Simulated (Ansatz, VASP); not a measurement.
# BP: VASP beside Ansatz, part 2 of 2

Wanted: the spread between two codes on one cell, functional and k mesh.

VASP 6.6.1 and Ansatz 0.2.0.

So far: The starting structure; VASP: G0W0 gap, PBE.

### 3. Ansatz: G0W0 gap, PBE

Level of this step: Ansatz beside VASP: Kohn-Sham DFT, plane waves, PBE, G0W0 (Ansatz).

Ansatz runs on its default PAW (the set named soft_2) files.

The same cell, functional and mesh now go to Ansatz, which takes its cutoff from its data sets.

Contents of input.yaml:

```yaml
crystal:
  lattice:
    - [0.0, 2.269, 2.269]
    - [2.269, 0.0, 2.269]
    - [2.269, 2.269, 0.0]
  atoms:
    - { symbol: B, position: [0.0, 0.0, 0.0] }
    - { symbol: P, position: [0.25, 0.25, 0.25] }
hamiltonian:
  xc: pbe
  pseudopotentials: { kind: paw }
kpoints:
  mp_grid: { grid: [6, 6, 6] }
scf:
  occupations: { method: fixed }
gw:
  n_empty_bands: 52
  ecut_chi: 100.0
  qp_bands: [v2, c2]
  qp_kpoints: band_edges
  screening: { model: contour_deformation }
```

Started as:

```
ansatz run input.yaml --threads 4 --pin off --max-ram 9216MiB --backend cpu --events-out ev --progress --plain --runs-dir out
```

Numbers of over 12 decimals in the logs are rounded to 6 here.

Output:

```text
Engine: ansatz 0.2.0, aarch64-unknown-linux-gnu
Pseudopotentials: kind: paw
Pseudopotential: B, paw, valence charge 3, recommended cutoff 420 eV (normal), B.paw.azcp
Pseudopotential: P, paw, valence charge 5, recommended cutoff 420 eV (normal), P.paw.azcp
Functional definition: PBE
  parameter kappa = 0.804
  parameter beta = 0.066725
  exchange = pbe_x(kappa = kappa, mu = beta*pi^2/3)
  correlation = pbe_c(beta = beta)
Crystal: 2 atoms, lattice volume = 23.363 Å³
Basis set: ecut = 420 eV, 459 PW (Γ)
Bands: 8, of which v1, the nominal top of the filled ones, is band 4 counted from 1 (3 counted from 0)
Symmetry: 24 space group operations
Space group: F-43m (ITA 216), of the structure as read, at distance tolerance 2.9e-5 Å
k-points: 16 of 216 (time reversal used)
Non-local potential: B, projectors of the file, l = 0: 2, l = 1: 2, l = 2: 1
Non-local potential: P, projectors of the file, l = 0: 2, l = 1: 2, l = 2: 2
PAW form: soft (Blöchl's): semilocal exchange-correlation on the pseudo side does not see the compensation charge
PAW one-centre angular grid: B, 110 points (default); XC on 64 Gauss nodes
PAW one-centre angular grid: P, 110 points (default); XC on 64 Gauss nodes
Initial density: superposition of atomic densities (neutral atoms: chi_scale 0, normalization atom), corrected by the library's trained network
Initial wavefunctions: pseudopotential atomic-orbital guess
Functional: x = pbe(κ = 0.804, μ = 0.219515), c = pbe(β = 0.066725)
SCF iter   1: F=—  HF=-912.429238 eV  |F-HF|=—  |Δ(HF+E_count)|=         —  Δρ=1.32e-3  dr2=3.32e-4  ethr=1.77e-3  ⟨swp⟩=5.1  Hψ=935  notcnv=0  defer=28
preconditioner: auto → none  [insulator: Δε(μ)=1.332 eV  Ē_g=12.804 eV  n_scr=0 (ndim 8)  ℏωp=21.7 eV  f_vac=0.000  ε∞_Penn≈3.9]
SCF iter   2: F=—  HF=-912.429383 eV  |F-HF|=—  |Δ(HF+E_count)|=   1.45e-4  Δρ=8.07e-4  dr2=1.47e-4  ethr=4.14e-6  ⟨swp⟩=2.3  Hψ=359  notcnv=0  defer=27
SCF iter   3: F=—  HF=-912.429354 eV  |F-HF|=—  |Δ(HF+E_count)|=   2.88e-5  Δρ=4.08e-4  dr2=1.77e-5  ethr=1.84e-6  ⟨swp⟩=2.0  Hψ=180  notcnv=0  defer=27
SCF iter   4: F=—  HF=-912.429379 eV  |F-HF|=—  |Δ(HF+E_count)|=   2.48e-5  Δρ=1.79e-4  dr2=9.73e-6  ethr=2.22e-7  ⟨swp⟩=2.0  Hψ=196  notcnv=0  defer=26
SCF iter   5: F=—  HF=-912.429376 eV  |F-HF|=—  |Δ(HF+E_count)|=   2.42e-6  Δρ=8.30e-5  dr2=2.08e-6  ethr=1.22e-7  ⟨swp⟩=1.1  Hψ=131  notcnv=0  defer=25
SCF iter   6: F=—  HF=-912.429376 eV  |F-HF|=—  |Δ(HF+E_count)|=   5.60e-7  Δρ=3.36e-5  dr2=3.39e-7  ethr=2.60e-8  ⟨swp⟩=1.5  Hψ=148  notcnv=0  defer=25
SCF iter   7: F=-912.429376 eV  HF=-912.429376 eV  |F-HF|=2.26e-8  |Δ(HF+E_count)|=   9.55e-8  Δρ=1.03e-5  dr2=3.13e-8  ethr=1.25e-9  ⟨swp⟩=6.6  Hψ=629  notcnv=0
SCF 1 converged in 7 iterations: F = -912.429376 eV  dr2 = 3.13e-8
  greatest PAW one-centre occupation: 0.774 electrons in one spin orbital (limit 2), on the P atom at site 1 (counted from 0), in its partial waves of l = 0
NSCF: frozen V_eff on 16 k-points
G₀W₀ screening: q 1/16
G₀W₀ screening: q 2/16 (q-point 6)
G₀W₀ screening: q 3/16 (q-point 7)
G₀W₀ screening: q 4/16 (q-point 8)
G₀W₀ screening: q 5/16 (q-point 11)
G₀W₀ screening: q 6/16 (q-point 14)
G₀W₀ screening: q 7/16 (q-point 15)
G₀W₀ screening: q 8/16 (q-point 9)
G₀W₀ screening: q 9/16 (q-point 12)
G₀W₀ screening: q 10/16 (q-point 16)
G₀W₀ screening: q 11/16 (q-point 2)
G₀W₀ screening: q 12/16 (q-point 3)
G₀W₀ screening: q 13/16 (q-point 5)
G₀W₀ screening: q 14/16 (q-point 10)
G₀W₀ screening: q 15/16 (q-point 4)
G₀W₀ screening: q 16/16 (q-point 13)
G₀W₀ self-energy: k 1/7
G₀W₀ self-energy: k 2/7
G₀W₀ self-energy: k 3/7
G₀W₀ self-energy: k 4/7
G₀W₀ self-energy: k 5/7
G₀W₀ self-energy: k 6/7
G₀W₀ self-energy: k 7/7
NSCF: frozen V_eff on 1 k-points
NSCF: frozen V_eff on 1 k-points
SCF converged after 7 iterations
Free energy (F): -912.429376 eV
Harris-Foulkes:  -912.429376 eV  (|F-HF|=2.26e-8)
Internal energy: -912.429376 eV  (E = F + TS)
E sigma→0 (E₀):  -912.429376 eV
Fermi energy:    9.270511 eV
--- Per-component energies (eV) ---
  E_band       = 22.235827
  E_kinetic    = 121.800787
  E_local      = -67.992223  (includes V_loc(G=0)·N_el)
  E_nonlocal   = 45.000352
  E_hartree    = 17.092499
  E_xc         = -94.874441
  E_vxc        = -100.549914  (∫ρ·V_xc dr)
  E_paw        = -647.964833  (= ΣΔE_a)
  E_vpaw       = -10.208404  (= ΣTr[D̂ρ^β])
  E_aug_tail   = 0.000001  (compensation charges beyond the density's cutoff)
  E_ewald      = -285.491518
  E_smearing   = -0.000000  (= −TS)
  E_closure    = 0.000000  (closes the sum)
  Σ components = -912.429376   (vs F -912.429376, Δ=0.00e0)
--- Band table (eV; the first three rows and the last of 16) ---
  k-point 0: bands = ["-6.1884", "9.2705", "9.2705", "9.2705", "12.6718", "12.6718", "12.6718", "16.6423"]
  k-point 1: bands = ["-5.6909", "6.4355", "8.6061", "8.6061", "13.2874", "13.5739", "13.5739", "17.9293"]
  k-point 2: bands = ["-4.2742", "2.5402", "7.8028", "7.8028", "13.1631", "14.1222", "14.1222", "19.3725"]
  k-point 15: bands = ["-1.1349", "1.0464", "3.9712", "4.0952", "13.0960", "13.7147", "18.3675", "19.0322"]
--- G₀W₀: contour deformation, 6 samples at zero and on the imaginary axis and 1 off it, 216 q-points, 52 empty bands' worth ---
  eigenvalues of the whole cell's RPA ε∞ on this k-mesh (on a slab, of 1 + 4πα/V) = 9.8067, 9.8067, 9.8067; static W/v taken at q = 0 is 0.101971
  bands read: the sum over 56 bands ends inside a degenerate multiplet in 2 slots, whose members it reads at an even weight; the widest, k=0: bands 55 to 57 (counted from 1) at 2/3 each
  gw.qp_kpoints: band_edges: 7 of 16 stored k-points solved, in 1 pass; an edge of the gap read off the rows below is read off those points alone
    valence top: of the k-points left out ik 8 came nearest to being solved in a further pass, in band 4 (counted from 1, as in the quasiparticle table): it holds the edge there only if its correction is more favourable than any solved in that band by at least 0.838 eV; those differ by 0.233 eV
    conduction bottom: of the k-points left out ik 10 came nearest to being solved in a further pass, in band 5 (counted from 1, as in the quasiparticle table): it holds the edge there only if its correction is more favourable than any solved in that band by at least 0.587 eV; those differ by 0.273 eV
    ik  band        ε_KS         Σx   Σc(E_QP)       V_xc       Z   E_QP_lin       E_QP  E_QP is
     0     3      9.2705   -16.4256     1.3238   -14.7993  0.7908     8.9674     8.9680  root
     0     4      9.2705   -16.4256     1.3238   -14.7993  0.7908     8.9674     8.9680  root
     0     5     12.6718    -8.6433    -4.4091   -13.5869  0.7900    13.2088    13.2063  root
     0     6     12.6718    -8.6433    -4.4091   -13.5869  0.7900    13.2088    13.2063  root
     1     3      8.6061   -16.4519     1.4974   -14.6206  0.7879     8.2714     8.2721  root
     1     4      8.6061   -16.4519     1.4974   -14.6206  0.7879     8.2714     8.2721  root
     1     5     13.2874    -8.7779    -4.5952   -13.8827  0.7872    13.7993    13.7970  root
     1     6     13.5739    -8.4628    -4.6959   -13.7260  0.7839    14.1444    14.1412  root
     2     3      7.8028   -16.8261     1.8678   -14.5640  0.7828     7.4072     7.4084  root
     2     4      7.8028   -16.8261     1.8678   -14.5640  0.7828     7.4072     7.4084  root
     2     5     13.1631    -8.9412    -4.6914   -14.1086  0.7874    13.6412    13.6391  root
     2     6     14.1222    -7.5729    -4.9411   -13.0733  0.7831    14.6850    14.6816  root
     3     3      7.5132   -17.0059     2.0152   -14.5733  0.7809     7.0943     7.0958  root
     3     4      7.5132   -17.0059     2.0152   -14.5733  0.7809     7.0943     7.0958  root
     3     5     13.0457    -9.0297    -4.6938   -14.1903  0.7880    13.5145    13.5125  root
     3     6     13.9765    -7.2069    -4.9016   -12.6410  0.7871    14.5123    14.5091  root
     4     3      7.5396   -16.4535     1.8292   -14.2284  0.7822     7.1425     7.1438  root
     4     4      7.5396   -16.4535     1.8292   -14.2284  0.7822     7.1425     7.1438  root
     4     5     11.7115    -8.2007    -4.1995   -12.8374  0.7963    12.1499    12.1487  root
     4     6     15.1233    -8.3954    -5.1663   -14.1786  0.7703    15.7449    15.7402  root
     9     3      5.7808   -17.0433     2.5891   -13.9486  0.7671     5.2723     5.2752  root
     9     4      5.7808   -17.0433     2.5891   -13.9486  0.7671     5.2723     5.2752  root
     9     5     10.6537    -7.8137    -4.0184   -12.1482  0.8022    10.9704    10.9698  root
     9     6     12.5772    -6.4308    -4.5841   -11.3314  0.8021    12.8947    12.8937  root
    12     3      5.1560   -17.2657     2.8576   -13.8727  0.7605     4.6169     4.6206  root
    12     4      5.1560   -17.2657     2.8576   -13.8727  0.7605     4.6169     4.6206  root
    12     5     10.6035    -7.2853    -4.1086   -11.6556  0.8027    10.8657    10.8652  root
    12     6     10.9292    -7.2002    -4.1537   -11.6433  0.8080    11.2192    11.2186  root
```

Wall time 4.2 s (4 threads of Arm Neoverse V2, shared host); peak memory 0.27 GiB; 12 s of CPU time.

### 4. Differences

Known differences besides the potentials themselves: the two programs' PAW sets differ in cores and partial waves; the cutoff is 420 eV in Ansatz and 340 eV in VASP; VASP leaves aspherical gradient terms in its spheres out (LASPH is not set), Ansatz keeps them; Ansatz integrates over frequency by contour deformation, VASP on a grid of NOMEGA points. Total energies have different zeros and are not compared.

The two programs side by side:

```tsv
quantity	Ansatz	VASP	difference
G0W0 gap on the mesh (eV)	1.90	1.88	+0.02
PBE gap under it (eV)	1.33	1.33	0.00
```

### 5. Summary of results

| Item | Value |
| --- | --- |
| difference in G0W0 gap on the mesh (G0W0 gap, PBE) | 0.015 eV |

The difference in G0W0 gap on the mesh is 0.015 eV (G0W0 gap, PBE), within the 0.15 eV picked in this series as the mark of a large difference. How closely two codes agree says nothing of how well the functional describes the real material.

[Lines on the potential files, build, host, timing and source positions are cut from VASP's logs without a mark.]

[Logs are printed without paths, hosts, clocks, repeated set-up lines and the standing remarks that a program may print on its own settings, such as how far it seeks lower states.]

[Hosts, paths, dates, database ids (printed as entryN), source tags and the programs' standing remarks are cut or masked in the printed files.]
